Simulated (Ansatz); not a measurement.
Rocksalt KI, relaxed with r2SCAN in Ansatz. The symmetry is Fm-3m (No. 225, cubic); a = 7.089 Å in the conventional setting, 44.52 Å³ an atom. K is surrounded by 6 I at 3.54 Å; I is surrounded by 6 K at 3.54 Å.

The axes x, y and z are those of this cell:
```yaml
crystal:
  lattice:
    - [0.00000, 3.54429, 3.54429]
    - [3.54429, 0.00000, 3.54429]
    - [3.54429, 3.54429, 0.00000]
  atoms:
    - { symbol: K, position: [0.00000, 0.00000, 0.00000] }
    - { symbol: I, position: [0.50000, 0.50000, 0.50000] }
```

Unstrained: The PBE gap is direct at Γ: 3.944 eV. r2SCAN gives a direct gap of 4.586 eV at Γ. With HSE06 the gap is 4.941 eV and direct, at Γ. Meshes: PBE 6×6×6, r2SCAN 6×6×6, HSE06 4×4×4. Strains are changes of length per length, and xy shears are angles. After each strain the atoms were relaxed again with r2SCAN within the symmetry that the strain leaves, so tilts or polar shifts that break it weren't tested; points keep the names that they have in the unstrained zone. Calculated for a static, non-magnetic cell.

Task: Apply xy shear, engineering strain (angle) +4.71 %. How far does the gap move, against the unstrained cell?

Result: PBE: the gap goes from 3.944 to 3.874 eV (-0.070 eV); with r2SCAN the top three valence levels at Γ, degenerate before, become 1+1+1 from the top over 124 meV. r2SCAN: the gap goes from 4.586 to 4.513 eV (-0.073 eV). HSE06: the gap goes from 4.941 to 4.868 eV (-0.073 eV). The r2SCAN energy rises by 1.2 meV an atom.

Task: Apply uniaxial +4.89 % along x, other directions held. How far does the gap move, against the unstrained cell?

Result: PBE: the gap goes from 3.944 to 3.836 eV (-0.108 eV). r2SCAN: the gap goes from 4.586 to 4.463 eV (-0.123 eV). HSE06: the gap goes from 4.941 to 4.822 eV (-0.119 eV). The r2SCAN energy rises by 7.8 meV an atom.

Task: One strain changed the r2SCAN stress by xx -0.74, yy -0.74, zz -0.18 GPa (compression positive) and the gap by -0.118 eV (PBE), -0.131 eV (r2SCAN), -0.130 eV (HSE06). Which kind of strain was it, and roughly how large?

Result: Biaxial +2.67 % in x and y, z held. The pattern of the stress gives the kind; the size needs the stiffness, so it is an estimate.

Spin-orbit coupling is left out, which matters wherever the heavy atoms make up the band edges.

The meshes of the hybrids are coarse, so their gaps aren't converged to the digits shown.

The splittings at Γ are without spin-orbit coupling, which regroups them where it is of like size or larger.
